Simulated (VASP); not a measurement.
Write the native input for VASP 6.6.1 that does the following.

* Task: relaxation of cell and atoms
* Functional: PBE
* Potentials or basis: VASP PAW PBE potentials, release 64 (Zn, Ge_d, N)
* Cutoff: 520 eV
* k mesh: 4 × 4 × 3
* Occupations: gaussian, width 0.15 eV
* Spin: no spin polarisation
* Further INCAR settings: PREC = Normal; ALGO = Fast; EDIFF = 0.0001; IBRION = 2; EDIFFG = -0.08; NSW = 24; ISIF = 3

The structure of ZnGe2N2 lies in POSCAR:

```
ZnGe2N2
1.0
    3.2530516000     -2.4313126000      0.0000000000
    3.2530516000      2.4313126000      0.0000000000
   -1.4762323900      0.0000000000      5.3426902500
Zn Ge N
1 2 2
Direct
    0.0000000000      0.0000000000      0.0000000000
    0.0000000000      0.5000000000      0.0000000000
    0.5000000000      0.0000000000      0.0000000000
    0.5000000000      0.5000000000      0.5000000000
    0.5000000000      0.5000000000      0.0000000000
```

The cell was built by a generator and needn't be a form met in nature.

The input as run:

INCAR

```
SYSTEM = ZnGe2N2
PREC = Normal
ENCUT = 520
EDIFF = 1E-4
ISMEAR = 0
SIGMA = 0.15
LREAL = .False.
LASPH = .True.
NELM = 60
ALGO = Fast
ISIF = 3
LWAVE = .False.
LCHARG = .False.
GGA = PE
IBRION = 2
NSW = 24
EDIFFG = -0.08
KPAR = 2
```

KPOINTS

```
regular mesh
0
Gamma
  4 4 3
  0 0 0
```

Potentials or basis: VASP PAW PBE potentials, release 64 (Zn, Ge_d, N).

Run with:

```console
$ cat potpaw_PBE.64/Zn/POTCAR potpaw_PBE.64/Ge_d/POTCAR potpaw_PBE.64/N/POTCAR > POTCAR
$ mpirun -np 2 vasp_std > vasp.out
```

It gave:

| Property | Result |
| --- | --- |
| Relaxed volume | 13.85 Å³/atom |
| Relaxed cell | a = 4.875 Å, b = 4.875 Å, c = 3.992 Å, α = 121.29°, β = 121.29°, γ = 75.38° |
| Space group after relaxing (to 0.05 Å) | C2/m (No. 12) |
| Energy gained by relaxing | 1669.2 meV/atom |
| Ionic steps | 15 |
| Pressure after relaxing | 0.0 GPa |
| Band gap on the k mesh | none (metal or under the smearing width) |

Caveat: the k mesh is coarse (spacing up to 0.41 Å⁻¹), so the values aren't converged; the volume moved by over 15 % at a fixed basis, so the end points are rough.

Wall time 2.8 min on 2 MPI ranks on Intel(R) Xeon(R) Platinum 8488C (Sapphire Rapids) (shared host), peak memory 0.16 GiB a rank.
